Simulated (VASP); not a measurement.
## From VASP inputs to Ansatz: AgCl (strained CsCl)

INCAR

```
LREAL = .FALSE.
ALGO = Normal
ISIF = 2
ISMEAR = 0
IBRION = -1
NBANDS = 16
METAGGA = R2SCAN
LELF = .TRUE.
SIGMA = 0.01
PREC = Accurate
EDIFF = 1E-7
LASPH = .TRUE.
NSW = 0
LWAVE = .FALSE.
NELM = 120
LCHARG = .TRUE.
ENCUT = 520
```

KPOINTS

```
KPOINTS created by Atomic Simulation Environment
0
Gamma
8 8 8
0 0 0
```

KPOINTS_OPT

```
special points
5
Reciprocal
0.0000000000 0.0000000000 0.0000000000 1
0.0000000000 0.5000000000 0.0000000000 1
0.5000000000 0.5000000000 0.0000000000 1
0.5000000000 0.5000000000 0.5000000000 1
0.0000000000 0.0000000000 0.5000000000 1
```

POSCAR

```
Ag Cl
 1.0000000000000000
     3.3432959860999998    0.0000000000000000    0.0000000000000000
     0.0000000000000000    3.3432959860999998    0.0000000000000000
     0.0000000000000000    0.0000000000000000    3.4371592997999998
 Ag  Cl
   1   1
Cartesian
  0.0000000000000000  0.0000000000000000  0.0000000000000000
  1.6716479930499999  1.6716479930499999  1.7185796498999999
```

VASP ran with the recommended PBE PAW datasets (18 valence electrons in the cell).

Q: Translate these files to an Ansatz input.

A: 

```yaml
crystal:
  lattice:
    - [3.3432959861, 0.0, 0.0]
    - [0.0, 3.3432959861, 0.0]
    - [0.0, 0.0, 3.4371592998]
  atoms:
    - { symbol: Ag, position: [0.0, 0.0, 0.0] }
    - { symbol: Cl, position: [0.5, 0.5, 0.5] }
kpoints:
  mp_grid: { grid: [8, 8, 8] }
  band_path:
    path:
      - [0.0, 0.0, 0.0]
      - [0.0, 0.5, 0.0]
      - [0.5, 0.5, 0.0]
      - [0.5, 0.5, 0.5]
      - [0.0, 0.0, 0.5]
    npoints: 1
hamiltonian:
  xc: r2scan
scf:
  occupations: { method: fixed }
  n_extra_bands: 4
output:
  forces: true
  stress: true
  eigenvalues: true
```

Other inputs would serve too.

```tsv
	VASP	Ansatz
gap between bands v and c	1.17 eV	1.21 eV
least direct gap	2.83 eV	2.85 eV
pressure	1.0 GPa	1.1 GPa
```

Each program uses its own PAW datasets. VASP's cell holds 18 valence electrons and Ansatz's 26. Ansatz's stress includes a Pulay correction; VASP's doesn't.
